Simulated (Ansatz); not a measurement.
# NbN: the cost of one run

Computed with Ansatz 0.2.0 (DFT PBE, scalar-relativistic, plane waves, PAW, unless a step's input says otherwise).

3 further runs of the same task are left out: 3 set aside as unsound or not needed.

### Step 1. The system as given

The structure is cubic, space group Fm-3m (No. 225). Conventional cell: a = 4.422 Å, b = 4.422 Å, c = 4.422 Å, α = 90.00°, β = 90.00°, γ = 90.00°. Around Nb (site symmetry m-3m) lie 6 N at 2.21 Å. Around N (site symmetry m-3m) lie 6 Nb at 2.21 Å.

Coordinates:

```
Nb N
1.0
     0.00000    2.21077    2.21077
     2.21077    0.00000    2.21077
     2.21077    2.21077    0.00000
Nb N
1 1
Direct
  0.50000 0.50000 0.50000
  0.00000 0.00000 0.00000
```

It is the result of an earlier relaxation at this level (volume 10.81 Å³/atom; gap on the mesh: none (metal)).

### Step 2. Next: the cluster of 4 host atoms, cut as a sphere about point 0.06 0.10 0.03, shaken

The cluster is cut from the relaxed crystal and set in a periodic box with vacuum round it. Its excess energy counts from the bulk, -2469.1038 eV an atom.

The cell holds 2 Nb, 2 N: a = 10.700 Å, b = 11.000 Å, c = 9.100 Å, α = 90.00°, β = 90.00°, γ = 90.00°.

### Step 3. The relaxation run

input.yaml reads:

```yaml
crystal:
  lattice:
    - [10.7, 0.0, 0.0]
    - [0.0, 11.0, 0.0]
    - [0.0, 0.0, 9.1]
  atoms:
    - { symbol: Nb, position: [0.396419845, 0.3914006633, 0.4964617855], spin: 1.2 }
    - { symbol: "N", position: [0.6082036989, 0.4068778059, 0.5180533348], spin: 0.4 }
    - { symbol: Nb, position: [0.5878876337, 0.6191475546, 0.5163076886], spin: 1.2 }
    - { symbol: "N", position: [0.4059396396, 0.6089441359, 0.5004384843], spin: 0.4 }
basis:
  ecutwfc: 420
kpoints:
  mp_grid: { grid: [1, 1, 1] }
hamiltonian:
  xc: pbe
scf:
  occupations: { method: gaussian, width: 0.05 }
output:
  forces: true
  eigenvalues: true
  populations: true
  write_density: true
  write_potential: true
  elf: true
  volumetric_format: npy
magnetization:
  spin_polarized: true
relax:
  adjacent_minimum: "off"
  f_tol: 0.03
  max_steps: 40
```

Run with:

```bash
$ ansatz run input.yaml --threads 4 --pin off --max-ram 11264MiB --backend cpu --events-out ev --progress --plain --runs-dir out
```

What time and memory should one allow on 4 threads of Arm Neoverse V1, shared host?

About 21 s, with a peak of 0.86 GiB.
